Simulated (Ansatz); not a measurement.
MnS:

```
CELL_PARAMETERS angstrom
-1.83000 -1.05655 5.94184
1.83000 -1.05655 5.94184
0.00000 2.11310 5.94184
ATOMIC_POSITIONS crystal
Mn 0.00000 0.00000 0.00000
Mn 0.50000 0.50000 0.50000
S 0.25000 0.25000 0.25000
S 0.75000 0.75000 0.75000
```

The cell is a database's computed one.

The cell isn't the ideal one: another cell of the same crystal, with 4 atoms.

Base run:

| Item | Value |
| --- | --- |
| Program | Ansatz 0.2.0 |
| Functional | PBEsol |
| Potentials or basis | Ansatz PAW |
| Cutoff | 420 eV |
| Density cutoff | 1680 eV |
| k mesh | 9 × 9 × 9 |
| Occupations | fermi-dirac, width 0.05 eV |
| Spin | collinear spin, antiferromagnetic start |
| Starting moments | [4.0, -4.0, 0.0, 0.0] μB |
| Hubbard terms | Mn d U = 2 eV |

Its results: band gap on the k mesh 1.67 eV; pressure -1.7 GPa; net moment 0.00 μB per cell; site moments Mn +4.27, -4.27; S +0.00 μB.

Question: The run is repeated on the same cell with these changes: hubbard terms from Mn d U = 2 eV to Mn d U = 4 eV. What comes out?

Answer: Band gap on the k mesh 2.30 eV; pressure 1.5 GPa; net moment 0.00 μB per cell; site moments Mn +4.38, -4.38; S -0.00 μB.

Caveats: the magnetic or orbital state may not be the lowest; odd divisions of the mesh miss points on the zone boundary, where band edges often lie, so the gap on the mesh can be too wide; the PAW data sets come from PBE, with cores solved anew for the run's functional, which leaves a small shift of forces and pressure.

A k mesh can miss the band edges.

Not every run made on this cell is shown here.
